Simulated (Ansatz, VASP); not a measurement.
Two plane-wave programs on Au

```
Au
1.0
    -1.63618    1.63618    1.63618
     1.63618   -1.63618    1.63618
     1.63618    1.63618   -1.63618
Au
1
Direct
  0.00000 0.00000 0.00000
```

Alike in both runs: functional PBE; k mesh 18 × 18 × 18; occupations gaussian, width 0.1 eV; no spin polarisation.

Ansatz relaxed the structure, and its values are those at the end. VASP's run is a single point on that final structure, the one shown.

|  | VASP | Ansatz |
| --- | --- | --- |
| version | VASP 6.6.1 | Ansatz 0.2.0 |
| potentials or method | VASP PAW PBE potentials, release 64 (Au) | scalar-relativistic, plane waves, PAW |
| plane-wave cutoff (eV) | 520 | 420 |
| valence electrons in the cell | 11 | 19 |

|  | VASP | Ansatz | Ansatz less VASP |
| --- | --- | --- | --- |
| gap on the k mesh at the Fermi level (eV) | none | none | - |
| pressure (GPa) | 3.8 | 4.0 | +0.24 |

A gap of «none» marks a metal or a gap that the smearing closes. With one functional, cell and mesh, what is left measures potentials, basis and numerics. The two sets of potentials don't hold the same shells in valence.

The runs have no spin-orbit coupling, so splittings on Au are missing.
